Question

The eight crystals below were computed with the local density approximation (LDA), and every lattice constant comes out shorter than measured.

(a) Can the error be sorted by bonding type?

(b) Ni and Pt are close-packed metals of the same group. Is Ni worse only because it is easier to compress? The computed bulk moduli are 259 GPa for Ni and 304 GPa for Pt.

(c) In CdTe the energy is lowest at 6.388 Å, but the computed stress vanishes at 6.357 Å. Is LDA to blame for this disagreement?

Eight cubic crystals computed with GPAW 26.7.0 in the LDA, without spin–orbit coupling and with Fermi–Dirac smearing of 0.05 eV; only Ni is spin-polarised. The computed lattice constant is that of the conventional cubic cell at the minimum of an energy–volume curve fitted to seven volumes, from 0.94 to 1.06 times that of the given cell.

```
formula  space group  volume of the given cell (Å³/atom)                                  potentials or basis  wave cutoff (eV)    k-mesh  computed lattice constant (Å)  measured lattice constant (Å)  range of the values found (Å)                         source  computed over measured, less one (%)
     Ni        Fm-3m                               10.49  PAW data sets made by gpaw setup for the functional               600  11x11x11                          3.434                         3.5237               3.523 to 3.53159         arXiv:1211.7126 (2012)                                 -2.55
     Pt        Fm-3m                               15.08  PAW data sets made by gpaw setup for the functional               600     9x9x9                          3.887                         3.9227               3.9227 to 3.9237        arXiv:2412.16732 (2024)                                 -0.91
     BP        F-43m                               11.68  PAW data sets made by gpaw setup for the functional               800  10x10x10                          4.494                          4.538               4.534 to 4.53991         arXiv:1407.1677 (2014)                                 -0.97
    BAs        F-43m                               13.63                                 HGH pseudopotentials              1600     8x8x8                          4.718                        4.77659               4.7741 to 4.7776        arXiv:1906.04101 (2019)                                 -1.22
   GaAs        F-43m                               22.59                 GPAW PAW data sets (gpaw data 1.2.1)               600     8x8x8                          5.632                          5.653                5.653 to 5.6538             pmc:9457441 (2022)                                 -0.38
   SnTe        Fm-3m                               31.28                                 HGH pseudopotentials               800     6x6x6                          6.231                          6.321                6.3129 to 6.327         arXiv:1304.4869 (2013)                                 -1.43
   TePb        Fm-3m                               33.73                 GPAW PAW data sets (gpaw data 1.2.1)               600     6x6x6                          6.367                         6.4546                6.4397 to 6.463        arXiv:1709.02863 (2017)                                 -1.35
   CdTe        F-43m                               32.92  GPAW PAW data sets (gpaw data 1.2.1), other valence               600     6x6x6                          6.388                          6.482                 6.482 to 6.486  arXiv:cond-mat/0608141 (2006)                                 -1.45
```

Model answer

(a) No. Relative to experiment, the two metals are too short by 1.7 % on average and the four zinc blende crystals by 1.0 %. But Ni and Pt alone lie 1.6 percentage points apart, more than twice the difference between these averages. The zinc blende errors themselves spread over 1.07 points, while the three tellurides lie within 0.1 point of each other although CdTe is zinc blende and the other two are rock salt. The kind of potential also changes within the table, so chemistry and settings are mixed.

(b) No, its lower stiffness explains only a small part. Near its rest length a crystal behaves like a spring: the stretch is the load divided by the stiffness. For equal tension on all sides this reads

p = 3 B s

where p is the tension, B the bulk modulus and s the relative change of the lattice constant. The factor 3 appears because a small stretch s in each direction changes the volume by 3s.

Ni must be stretched by 0.090 Å from 3.434 Å to reach its measured size, so s = 0.090/3.434 = 0.026. The spring then needs p = 3 × 259 GPa × 0.026, or about 20 GPa. A real crystal softens as it is stretched, which an ideal spring does not. The Birch–Murnaghan equation of state, with the computed bulk modulus and its change with pressure, allows for this and gives 17 GPa.

The same equation gives 8 GPa for Pt. Under equal tension Ni would stretch only about a sixth more than Pt, since 304/259 is 1.17, yet its error is 2.8 times as large. Most of the contrast therefore lies in the tension that is missing from the calculation, not in the stiffness.

The cause has to be argued from theory, because the table holds only one functional. LDA treats the electrons at each point as part of a uniform gas of the same density. Where the density changes steeply, it misses part of the energy that the electrons gain by avoiding one another. This loss is expected to grow as the atoms move apart, so the bonds come out too short. The 3d shell of Ni is especially compact, because no inner d shell lies beneath it, while the 5d shell of Pt reaches further out. This may make the density around Ni vary more abruptly and the loss change faster with the bond length. Only this change matters for the lattice constant: a loss that stayed the same at every length would have no effect on it. The argument gives the sign of the error more securely than the contrast between the two metals. A gradient-corrected functional such as PBE is expected to expand both markedly, bringing Ni near its measured size but carrying Pt beyond it, so the small error of Pt may owe something to errors that cancel. Runs of both metals with such a functional would test this. A strong LDA contraction is common among 3d metals, magnetic or not. A lost magnetic moment is not the cause here, since the computed Ni keeps its moment at every volume.

(c) No. Stress is the slope of the energy with respect to strain, so both should give the same rest length whatever the functional. In the other seven crystals they agree within a few hundredths of a per cent; in CdTe they differ by 0.5 %. The fault must be numerical.

The likely culprit is the finite set of plane waves. At a fixed wave cutoff, a larger cell holds more waves, and if the set is incomplete the added waves lower the energy a little. The energy curve contains this gain, but the stress formula keeps the set of waves fixed and misses it. The stress then pulls inward too strongly, an effect called Pulay stress.

CdTe shows this sign: at its energy minimum the computed stress still pulls inward with 0.7 GPa. Its energies also scatter more about the fitted curve than those of any other row, as expected when waves enter an incomplete set in jumps. Because the crystal is soft, the spring rule turns this small fault into 0.5 % of its length. In stiff Pt the same stress would change the length by less than 0.1 %. If this explanation holds, the stress is at fault and the energy minimum is the better guide, because a fixed cutoff resolves all cells about equally well. A run with a higher cutoff would test this: it should bring the two rest lengths together. The errors against experiment, −1.45 % from the energy and −1.93 % from the stress, are not the limits of an error bar; the converged value may lie outside them.

Remarks on the reasoning

The tension in (b) is the whole gap between calculation and experiment expressed as a stress, not a pure measure of LDA. It also contains the influence of the potentials and the thermal and zero-point expansion of the real crystal, which is roughly a few tenths of a per cent in length. For Ni this leaves most of the error standing. For GaAs, with an error of only −0.38 %, it matters a great deal.

The test in (c) finds a disagreement between energy and stress, but it does not certify the potential. GaAs passes it, yet its potential may still shift the constant, and the table holds no all-electron run to check this. An inward shift of only 0.02 Å would take its error to about −0.7 %, so its good agreement is no proof that LDA suits it especially well. For Pt an outward shift of the same 0.02 Å would leave an error of only about −0.4 %. Its run also leaves out spin–orbit coupling, whose effect is not measured here, so the size of the contrast with Ni in (b) is less certain than its sign.

For practical work, the comparison of energy and stress should come before any judgement of the functional, above all in soft crystals. A common correction factor would not repair this table, since the errors run from 0.4 to 2.5 %. The output below lists the tension and both rest lengths for each crystal.

Numerical output:

```
Shortfall and the tension that would remove it:
   row  shortfall in Å  error in %  bulk modulus in GPa  tension needed in GPa
    Ni          0.0897       -2.55                259.1                  16.59
    Pt          0.0357       -0.91                304.2                  7.756
    BP           0.044       -0.97                  176                  4.866
   BAs         0.05859       -1.22                146.5                  5.032
  GaAs           0.021       -0.38                75.74                 0.8218
  SnTe            0.09       -1.43                50.13                  1.946
  TePb          0.0876       -1.35                49.38                  1.843
  CdTe           0.094       -1.45                47.36                  1.841
Lattice constant from energy and from stress:
   row  from energy in Å  from zero stress in Å  stress over energy less one in %  error by stress in %
    Ni             3.434                  3.434                          0.001835                -2.544
    Pt             3.887                  3.887                          0.001921               -0.9082
    BP             4.494                  4.493                          -0.01922               -0.9886
   BAs             4.718                  4.718                          0.004039                -1.223
  GaAs             5.632                  5.632                          0.008302               -0.3632
  SnTe             6.231                  6.231                           0.00678                -1.417
  TePb             6.367                  6.367                        -0.0003776                -1.358
  CdTe             6.388                  6.357                           -0.4893                -1.932
Rows with a computed constant that is too short: 8
Mean error of the two fcc metals in %: -1.73
Mean error of the four zinc blende crystals in %: -1.005
Mean error of the two rock salt tellurides in %: -1.39
Difference between the errors of Pt and Ni in percentage points: 1.64
Spread of errors among the zinc blende crystals in percentage points: 1.07
Error of Ni over error of Pt: 2.802
Tension needed for Ni over that for Pt: 2.139
Stress of CdTe at its energy minimum in GPa, negative means it wants to shrink: -0.7044
Largest mismatch of stress and energy in the other seven rows in % of the constant: 0.01922
Change of length that a stress of this size makes in CdTe in %: 0.4958
Change of length that the same stress would make in Pt in %: 0.07719
Error of GaAs if its constant were a rough 0.02 Å shorter in %: -0.7253
Error of Pt if its constant were a rough 0.02 Å longer in %: -0.4002
```
